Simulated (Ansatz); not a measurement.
GaP:

```
Ga P
1.0
     0.00000    2.72525    2.72525
     2.72525    0.00000    2.72525
     2.72525    2.72525    0.00000
Ga P
1 1
Direct
  0.00000 0.00000 0.00000
  0.75000 0.75000 0.75000
```

- Program: Ansatz 0.2.0
- Task: relaxation of cell and atoms
- Functional: BPBE
- Potentials or basis: Ansatz PAW
- Cutoff: 420 eV (not typed: the program's choice for these potentials)
- k mesh: 8 × 8 × 8
- Occupations: fermi-dirac, width 0.05 eV
- Spin: no spin polarisation

At the start: volume 20.24 Å³/atom.

Q: Where does the relaxation end?

A: It ends after 4 steps and the volume is 20.83 Å³/atom (+2.9 %); space group F-43m (No. 216, to 0.05 Å).

The path:
```
step  energy change (eV)  largest force (eV/Å)  volume (Å³)
   1              0.0000                0.0000        40.48
   2             -0.0077                0.0000        41.30
   3             -0.0085                0.0000        41.66
   4             -0.0088                0.0000        41.66
```

Final structure:
```
Ga P
1.0
     0.00000    2.75153    2.75153
     2.75153    0.00000    2.75153
     2.75153    2.75153    0.00000
Ga P
1 1
Direct
  0.00000 0.00000 0.00000
  0.75000 0.75000 0.75000
```

Caveat: the plane-wave basis is chosen anew once the cell has moved, so the energies of steps on either side of that aren't comparable; the PAW data sets come from PBE, with cores solved anew for the run's functional, which leaves a small shift of forces and pressure.
